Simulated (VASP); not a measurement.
# MnO (P6_3mc) in VASP: notebook

Runs on MnO. Level: PBE+D3(BJ). Tasks: single point.

Program: VASP 6.6.1. These are calculated values, not measurements. Logs are shortened: lines on timing, memory, paths and dates and some standing lists are left out, and cuts for length are marked.

## Step 1: The crystal as given

The structure is hexagonal, space group P6_3mc (No. 186). Conventional cell: a = 3.409 Å, b = 3.409 Å, c = 5.356 Å, α = 90.00°, β = 90.00°, γ = 120.00°. Mn (site symmetry 3m) is surrounded by 4 O at 2.06 to 2.08 Å. Around O (site symmetry 3m) lie 4 Mn at 2.06 to 2.08 Å.

Measurements of this composition are mostly on another form, of space group No. 225.

## Step 2: Single point, PBE+D3(BJ), collinear spin, typed start

Contents of INCAR:

```
SYSTEM = MnO
PREC     = Accurate       ! precision mode
ENCUT    = 520            ! plane-wave cutoff, eV
EDIFF    = 1E-7           ! SCF threshold, eV
ISMEAR   = 0              ! smearing method
SIGMA    = 0.1            ! smearing width, eV
LREAL    = .False.        ! projectors in reciprocal space
LASPH    = .True.         ! aspherical terms in the spheres
NELM     = 150            ! most SCF steps
ALGO     = Fast           ! electronic algorithm
ISIF     = 2              ! what is computed and relaxed
LWAVE    = .False.        ! write WAVECAR
LCHARG   = .False.        ! write CHGCAR
ISPIN    = 2              ! spin polarisation
MAGMOM   = 4.35 4.35 0.25 0.25 ! initial moments
LORBIT   = 11             ! projections on sites
LMAXMIX  = 4              ! l up to which the mixer works
GGA      = PE             ! functional
IVDW     = 12             ! dispersion correction
NBANDS   = 31             ! bands
```

Contents of KPOINTS:

```
Automatic mesh
0
Gamma
  12 12 8
  0 0 0
```

Contents of POSCAR:

```
MnO
1.0
    3.4086856290      0.0000000000      0.0000000000
   -1.7043428145      2.9520083482      0.0000000000
    0.0000000000      0.0000000000      5.3558971477
Mn O
2 2
Direct
    0.3333333333      0.6666666667     -0.0007226728
    0.6666666667      0.3333333333      0.4992773272
    0.3333333333      0.6666666667      0.3871526728
    0.6666666667      0.3333333333      0.8871526728
```

Potentials or basis: VASP PAW PBE potentials, release 64 (Mn_pv, O).

Launch:

```bash
$ cat potpaw_PBE.64/Mn_pv/POTCAR potpaw_PBE.64/O/POTCAR > POTCAR
$ mpirun -np 1 vasp_std > vasp.out
```

OUTCAR:

```text
SYSTEM = MnO
   PREC = Accurate
   ENCUT = 520
   EDIFF = 1E-7
   ISMEAR = 0
   LREAL = .False.
   LASPH = .True.
   NELM = 150
   ISIF = 2
   ISPIN = 2
   LORBIT = 11
   GGA = PE
   IVDW = 12
 IVDW          = 12

 ion  position               nearest neighbor table
   1  0.333  0.667  0.999-   4 2.06   4 2.06   4 2.06   3 2.08
   2  0.667  0.333  0.499-   3 2.06   3 2.06   3 2.06   4 2.08
   3  0.333  0.667  0.387-   2 2.06   2 2.06   2 2.06   1 2.08
   4  0.667  0.333  0.887-   1 2.06   1 2.06   1 2.06   2 2.08

  LATTYP: Found a hexagonal cell.
 ALAT       =     3.4086856290
 C/A-ratio  =     1.5712499569

  Lattice vectors:

 A1 = (   3.4086856290,   0.0000000000,   0.0000000000)
 A2 = (  -1.7043428145,   2.9520083482,   0.0000000000)
 A3 = (   0.0000000000,   0.0000000000,   5.3558971477)

Analysis of symmetry for initial positions (statically):
=====================================================================
 Subroutine PRICEL returns:
 Original cell was already a primitive cell.

 Routine SETGRP: Setting up the symmetry group for a
 hexagonal supercell.

 Subroutine GETGRP returns: Found 12 space group operations
 (whereof  6 operations were pure point group operations)
 out of a pool of 24 trial point group operations.

The static configuration has the point symmetry C_3v.
 The point group associated with its full space group is C_6v.

Analysis of symmetry for dynamics (positions and initial velocities):
=====================================================================
 Subroutine PRICEL returns:
 Original cell was already a primitive cell.

 Routine SETGRP: Setting up the symmetry group for a
 hexagonal supercell.

 Subroutine GETGRP returns: Found 12 space group operations
 (whereof  6 operations were pure point group operations)
 out of a pool of 24 trial point group operations.

The dynamic configuration has the point symmetry C_3v.
 The point group associated with its full space group is C_6v.

Analysis of structural, dynamic, and magnetic symmetry:
=====================================================================
 Subroutine PRICEL returns:
 Original cell was already a primitive cell.

 Routine SETGRP: Setting up the symmetry group for a
 hexagonal supercell.

 Subroutine GETGRP returns: Found 12 space group operations
 (whereof  6 operations were pure point group operations)
 out of a pool of 24 trial point group operations.

The overall configuration has the point symmetry C_3v.
 The point group associated with its full space group is C_6v.

 Subroutine INISYM returns: Found 12 space group operations
 (whereof  6 operations are pure point group operations),
 and found     1 'primitive' translations

----------------------------------------------------------------------------------------

                                     Primitive cell

  volume of cell :      53.8935

  direct lattice vectors                    reciprocal lattice vectors
     3.408685629  0.000000000  0.000000000     0.293368210  0.169376215  0.000000000
    -1.704342814  2.952008348  0.000000000     0.000000000  0.338752430  0.000000000
     0.000000000  0.000000000  5.355897148     0.000000000  0.000000000  0.186710083

  length of vectors
     3.408685629  3.408685629  5.355897148     0.338752430  0.338752430  0.186710083

  position of ions in fractional coordinates (direct lattice)
     0.333333333  0.666666667  0.999277327
     0.666666667  0.333333333  0.499277327
     0.333333333  0.666666667  0.387152673
     0.666666667  0.333333333  0.887152673

  ion indices of the primitive-cell ions
   primitive index   ion index
                 1           1
                 2           2
                 3           3
                 4           4

----------------------------------------------------------------------------------------

 KPOINTS: Automatic mesh

Automatic generation of k-mesh.
 Grid dimensions read from file:
 generate k-points for:   12   12    8

 Generating k-lattice:

  Cartesian coordinates                     Fractional coordinates (reciprocal lattice)
     0.024447351  0.014114685  0.000000000     0.083333333 -0.000000000  0.000000000
     0.000000000  0.028229369  0.000000000     0.000000000  0.083333333  0.000000000
     0.000000000  0.000000000  0.023338760     0.000000000  0.000000000  0.125000000

  Length of vectors
     0.028229369  0.028229369  0.023338760

  Shift w.r.t. Gamma in fractional coordinates (k-lattice)
     0.000000000  0.000000000  0.000000000

 Subroutine IBZKPT returns following result:
 ===========================================

 Found     95 irreducible k-points:

 Following reciprocal coordinates:
            Coordinates               Weight
  0.000000  0.000000  0.000000      1.000000
  0.083333 -0.000000  0.000000      6.000000
  0.166667 -0.000000  0.000000      6.000000
  0.250000  0.000000  0.000000      6.000000
  0.333333  0.000000  0.000000      6.000000
  0.416667  0.000000  0.000000      6.000000
[... 16 lines left out ...]
  0.250000  0.000000  0.125000     12.000000
  0.333333  0.000000  0.125000     12.000000
 [... further k-points ...]
   k-points           NKPTS =     95   k-points in BZ     NKDIM =     95   number of bands    NBANDS=     31
   number of dos      NEDOS =    301   number of ions     NIONS =      4
   total plane-waves  NPLWV =  31360
   dimension x,y,z NGX =    28 NGY =   28 NGZ =   40
   dimension x,y,z NGXF=    56 NGYF=   56 NGZF=   80
   ions per type =               2   2
   NGX,Y,Z   is equivalent  to a cutoff of  13.66, 13.66, 12.42 a.u.
   NGXF,Y,Z  is equivalent  to a cutoff of  27.31, 27.31, 24.83 a.u.
 SYSTEM =  MnO
   PREC   = accura    normal or accurate (medium, high low for compatibility)
   ISTART =      0    job   : 0-new  1-cont  2-samecut
   ICHARG =      2    charge: 1-file 2-atom 10-const
   ISPIN  =      2    spin polarized calculation?
   LNONCOLLINEAR =      F non collinear calculations
   LSORBIT =      F    spin-orbit coupling
   LASPH  =      T    aspherical Exc in radial PAW
   ENCUT  =  520.0 eV  38.22 Ry    6.18 a.u.   6.34  6.34  9.96*2*pi/ulx,y,z
   NELM   =    150;   NELMIN=  2; NELMDL= -5     # of ELM steps
   EDIFF  = 0.1E-06   stopping-criterion for ELM
   LREAL  =      F    real-space projection
[... 7 lines left out ...]
   TEBEG  =    0.0;   TEEND  =   0.0 temperature during run
   PSTRESS=    0.0 pullay stress
   NELECT =      38.0000    total number of electrons
   NUPDOWN=      -1.0000    fix difference up-down
   EMIN   =  10.00;   EMAX   =-10.00  energy-range for DOS
   EFERMI =   0.00;   METHOD = LEGACY
   ISMEAR =     0;   SIGMA  =   0.10  broadening in eV -4-tet -1-fermi 0-gaus
   EFERMI_NEDOS =   21; number of points for ismear=-14 and -15
   IALGO  =     68    algorithm
   IMIX   =      4    mixing-type and parameters
     AMIX     =   0.40;   BMIX     =  1.00
     AMIX_MAG =   1.60;   BMIX_MAG =  1.00
  volume/ion in A,a.u.               =      13.47        90.92
  Fermi-wavevector in a.u.,A,eV,Ry     =   1.457104  2.753527 28.887223  2.123151
  Thomas-Fermi vector in A             =   2.573944
   LORBIT       =     11    0 simple, 1 ext, 2 COOP (PROOUT), +10 PAW based schemes
   GGA     = PE    functional components
   LHFCALC =     F    Hartree Fock is set to
   AEXX    =    0.0000 exact exchange contribution
   IVDW    =    12    specifies the selected vdW correction
   LEPSILON=     F    determine dielectric tensor
   LRPA    =     F    only Hartree local field effects (RPA)
 spin polarized calculation
 RMM-DIIS sequential band-by-band and
 Gauss-broadening in eV      SIGMA  =   0.10
  energy-cutoff  :      520.00
  volume of cell :       53.89
 maximum number of plane-waves:      1466
 NGX is ok and might be reduce to    28
   NGX = 13   NGY = 13   NGZ = 19

 number of electron      38.0000001 magnetization      10.0021104

 number of electron      38.0000001 magnetization       9.9983328

 Free energy of the ion-electron system (eV)
  ---------------------------------------------------
  ext. energy  EPLUGINS =         0.00000000
  ---------------------------------------------------
  free energy    TOTEN  =       -32.86616628 eV

  energy without entropy =      -32.86460766  energy(sigma->0) =      -32.86538697

 E-fermi :   5.7103     XC(G=0): -10.4991

 val. band max:        5.6867428847   @ k =   0.0833  -0.0000   0.1250
 cond. band min:       5.7178412729   @ k =   0.0833  -0.0000   0.0000
 fundamental gap:      0.0310983882
 Fermi energy:         5.7102551312

 spin component 1

 k-point     1 :       0.0000    0.0000    0.0000
  band No.  band energies     occupation
      1     -44.9075      1.00000
      2     -44.8740      1.00000
      3     -44.8653      1.00000
      4     -44.8653      1.00000
      5     -44.8595      1.00000
      6     -44.8595      1.00000
[... 805 lines left out ...]
     30      15.8563      0.00000
     31      16.9791      0.00000

 [... further k-points ...]

 spin component 2

 k-point     1 :       0.0000    0.0000    0.0000
  band No.  band energies     occupation
      1     -40.1724      1.00000
      2     -40.1278      1.00000
      3     -40.1209      1.00000
      4     -40.1209      1.00000
      5     -40.1134      1.00000
      6     -40.1134      1.00000
[... 805 lines left out ...]
     30      17.5080      0.00000
     31      18.4010      0.00000

 [... further k-points ...]

------------------------ aborting loop because EDIFF is reached ----------------------------------------

 Edisp (eV)   -1.00505

 E8    (eV) :    -0.4105

  FORCE on cell =-STRESS in cart. coord.  units (eV):
  Direction    XX          YY          ZZ          XY          YZ          ZX
  --------------------------------------------------------------------------------------
  -------------------------------------------------------------------------------------
  Total       0.16744     0.16744     0.10506     0.00000     0.00000     0.00000
  in kB       4.97776     4.97776     3.12321     0.00000     0.00000     0.00000
  external pressure =        4.36 kB  Pullay stress =        0.00 kB

 VOLUME and BASIS-vectors are now :
 -----------------------------------------------------------------------------
  energy-cutoff  :      520.00
  volume of cell :       53.89
      direct lattice vectors                 reciprocal lattice vectors
     3.408685629  0.000000000  0.000000000     0.293368210  0.169376215  0.000000000
    -1.704342814  2.952008348  0.000000000     0.000000000  0.338752430  0.000000000
     0.000000000  0.000000000  5.355897148     0.000000000  0.000000000  0.186710083

 POSITION                                       TOTAL-FORCE (eV/Angst)
 -----------------------------------------------------------------------------------
     -0.00000      1.96801      5.35203        -0.000000     -0.000000      0.000412
      1.70434      0.98400      2.67408         0.000000     -0.000000      0.000412
     -0.00000      1.96801      2.07355         0.000000      0.000000     -0.000412
      1.70434      0.98400      4.75150         0.000000     -0.000000     -0.000412
 -----------------------------------------------------------------------------------
    total drift:                               -0.000000      0.000000      0.000591

  FREE ENERGIE OF THE ION-ELECTRON SYSTEM (eV)
  ---------------------------------------------------
  free  energy   TOTEN  =       -33.8712211831 eV

  energy  without entropy=      -33.8696625656  energy(sigma->0) =      -33.87044187

 total charge

# of ion       s       p       d       tot
------------------------------------------
    1        0.235   6.219   4.948  11.402
    2        0.235   6.219   4.948  11.402
    3        1.555   3.452   0.000   5.007
    4        1.555   3.452   0.000   5.007
--------------------------------------------------
tot          3.579  19.342   9.895  32.817

 magnetization (x)

# of ion       s       p       d       tot
------------------------------------------
    1        0.037   0.059   4.329   4.426
    2        0.037   0.059   4.329   4.426
    3        0.020   0.180   0.000   0.200
    4        0.020   0.180   0.000   0.200
--------------------------------------------------
tot          0.114   0.479   8.658   9.252
```

Run time: 5.6 min. Hardware: 1 thread of Intel Xeon Platinum 8259CL at 2.50GHz (Skylake/Cascade Lake), shared host; peak memory 0.36 GiB.

What came out:

```yaml
Free_energy: -33.8712 eV
Pressure: 0.4 GPa
Band_gap_on_the_k_mesh: none (metal or under the smearing width)
Net_moment: 10.00 μB per cell
Site_moments: Mn +4.43; O +0.20 μB
Valence_electrons_inside_the_program's_atomic_spheres: Mn 11.40; O 5.01
Dispersion_energy_per_atom: -0.251 eV
```

Caveat: semilocal functionals often make such compounds metallic where correlation or magnetic order opens a gap, which also shifts bond lengths; pairwise dispersion overbinds metals, which lowers pressure and volume. With open d or f shells a metallic result of PBE can be an artefact of self-interaction; +U or a hybrid may open a gap.

## Step 3: Single point, PBE+D3(BJ), collinear spin, typed start

This run uses another cell than the first one, of 13.26 Å³/atom, 0.984 times its volume.

INCAR: that of step 2 with these lines changed.

```diff
@@ -3,3 +3,3 @@
 ENCUT    = 520            ! plane-wave cutoff, eV
-EDIFF    = 1E-7           ! SCF threshold, eV
+EDIFF    = 1E-6           ! SCF threshold, eV
 ISMEAR   = 0              ! smearing method
@@ -14,3 +14,3 @@
 ISPIN    = 2              ! spin polarisation
-MAGMOM   = 4.35 4.35 0.25 0.25 ! initial moments
+MAGMOM   = 4 4 0 0        ! initial moments
 LORBIT   = 11             ! projections on sites
```

Contents of KPOINTS:

```
Automatic mesh
0
Gamma
  6 6 4
  0 0 0
```

Contents of POSCAR:

```
MnO
1.0
    3.3717000000      0.0000000000      0.0000000000
   -1.6858500000      2.9199778539      0.0000000000
    0.0000000000      0.0000000000      5.3855000000
Mn O
2 2
Direct
    0.3333333333      0.6666666667      0.0109600000
    0.6666666667      0.3333333333      0.5109600000
    0.3333333333      0.6666666667      0.3754700000
    0.6666666667      0.3333333333      0.8754700000
```

Potentials or basis: VASP PAW PBE potentials, release 64 (Mn_pv, O).

Launch:

```bash
$ cat potpaw_PBE.64/Mn_pv/POTCAR potpaw_PBE.64/O/POTCAR > POTCAR
$ mpirun -np 1 vasp_std > vasp.out
```

Run time: 70 s. Hardware: 1 thread of Intel Xeon Platinum 8259CL at 2.50GHz (Skylake/Cascade Lake), shared host; peak memory 0.23 GiB.

Results (log left out):

```yaml
Free_energy: -33.7980 eV
Pressure: 3.3 GPa
Largest_force: 0.651 eV/Å
Band_gap_on_the_k_mesh: none (metal or under the smearing width)
Net_moment: 9.99 μB per cell
Site_moments: Mn +4.41; O +0.20 μB
Valence_electrons_inside_the_program's_atomic_spheres: Mn 11.43; O 5.02
Dispersion_energy_per_atom: -0.256 eV
```

Forces on the atoms (eV/Å):
```
Mn   0.000  0.000 -0.651
Mn   0.000  0.000 -0.651
O    0.000  0.000  0.651
O    0.000  0.000  0.651
```

Stress tensor (GPa, compression positive):
```
0.55 0.00 0.00
0.00 0.55 0.00
0.00 0.00 8.88
```

Levels at points of the mesh, in eV from the Fermi level:
Spin up:
| k point | band 20 | band 21 | band 22 | band 23 | band 24 | band 25 | band 26 | band 27 | band 28 | band 29 |
| --- | --- | --- | --- | --- | --- | --- | --- | --- | --- | --- |
| (0.00, 0.00, 0.00) | -1.49 | -1.07 | -1.07 | -0.01 | -0.01 | 0.06 | 3.74 | 5.59 | 11.57 | 11.57 |
| (0.50, 0.00, 0.00) | -2.47 | -2.09 | -1.90 | -0.86 | -0.73 | 3.91 | 4.29 | 5.83 | 7.61 | 9.18 |
| (0.00, 0.00, 0.50) | -1.46 | -0.56 | -0.56 | -0.56 | -0.56 | 1.23 | 1.23 | 8.44 | 8.44 | 11.68 |
| (0.50, 0.00, 0.50) | -2.41 | -1.32 | -1.32 | -1.23 | -1.23 | 3.89 | 3.89 | 6.15 | 6.15 | 10.54 |
Spin down:
```
           k point  band 12  band 13  band 14  band 15  band 16  band 17
(0.00, 0.00, 0.00)    -4.94    -4.73    -4.73    -0.08     0.96     0.96
(0.50, 0.00, 0.00)    -4.92    -4.84    -4.66     0.42     0.45     1.24
(0.00, 0.00, 0.50)    -4.85    -4.85    -4.85     1.43     1.43     1.43
(0.50, 0.00, 0.50)    -4.94    -4.76    -4.76     0.92     0.92     1.52
```

Caveat: semilocal functionals often make such compounds metallic where correlation or magnetic order opens a gap, which also shifts bond lengths; pairwise dispersion overbinds metals, which lowers pressure and volume. With open d or f shells a metallic result of PBE can be an artefact of self-interaction; +U or a hybrid may open a gap.
